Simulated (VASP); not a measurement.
Set up this calculation in VASP 6.6.1, as the native input.

| Property | Result |
| --- | --- |
| Task | single point |
| Functional | r2SCAN |
| Potentials or basis | VASP PAW PBE potentials, release 64 (K_sv) |
| Cutoff | 520 eV |
| k mesh | 6 × 6 × 6 |
| Occupations | gaussian, width 0.1 eV |
| Spin | no spin polarisation |
| Dipole correction | no |
| Further INCAR settings | ALGO = Normal; EDIFF = 1e-06; NBANDS = 16 |

The system is K.

```
K
1.0
    -2.20811    2.20811    8.04587
     2.20811   -2.20811    8.04587
     2.20811    2.20811   -8.04587
K
2
Direct
  0.25000 0.75000 0.50000
  0.50000 0.50000 0.00000
```

This isn't the form of K at room conditions, which is bcc.

One way to write it, as run:

POSCAR

```
K
1.0
   -2.2081090471      2.2081090471      8.0458679461
    2.2081090471     -2.2081090471      8.0458679461
    2.2081090471      2.2081090471     -8.0458679461
K
2
Direct
    0.2500000000      0.7500000000      0.5000000000
    0.5000000000      0.5000000000      0.0000000000
```

INCAR.step1

```
PREC     = Accurate       # precision mode
ENCUT    = 520            # plane-wave cutoff, eV
ISMEAR   = 0              # smearing method
SIGMA    = 0.1            # smearing width, eV
LREAL    = F              # projectors in reciprocal space
LASPH    = T              # aspherical terms in the spheres
NELM     = 100            # most SCF steps
NBANDS   = 16             # bands
GGA      = PE             # functional
ALGO     = Normal         # electronic algorithm
EDIFF    = 1E-4           # SCF threshold, eV
LWAVE    = T              # write WAVECAR
LCHARG   = F              # write CHGCAR
```

INCAR.step2

```
PREC     = Accurate       # precision mode
ENCUT    = 520            # plane-wave cutoff, eV
EDIFF    = 1E-6           # SCF threshold, eV
ISMEAR   = 0              # smearing method
SIGMA    = 0.1            # smearing width, eV
LREAL    = F              # projectors in reciprocal space
LASPH    = T              # aspherical terms in the spheres
NELM     = 100            # most SCF steps
ALGO     = Normal         # electronic algorithm
ISIF     = 2              # what is computed and relaxed
LWAVE    = F              # write WAVECAR
LCHARG   = F              # write CHGCAR
METAGGA  = R2SCAN         # meta-GGA
LMIXTAU  = T            
NBANDS   = 16             # bands
ISTART   = 1
```

KPOINTS

```
Automatic mesh
0
Gamma
  6 6 6
```

Potentials or basis: VASP PAW PBE potentials, release 64 (K_sv).

The run is started by

```console
$ cat potpaw_PBE.64/K_sv/POTCAR > POTCAR
$ cp INCAR.step1 INCAR
$ mpirun -np 1 vasp_std > vasp.out
$ cp INCAR.step2 INCAR
$ mpirun -np 1 vasp_std > vasp.out
```

It gave:

The pressure is 0.0 GPa and the band gap on the k mesh is none (metal or under the smearing width).

Caveat: the PAW data sets were made with another functional, which shifts forces and pressure a little.

Run time: 8.3 min on 1 thread of Intel(R) Xeon(R) Platinum 8488C (Sapphire Rapids), with other jobs on the host, peak memory 0.62 GiB.
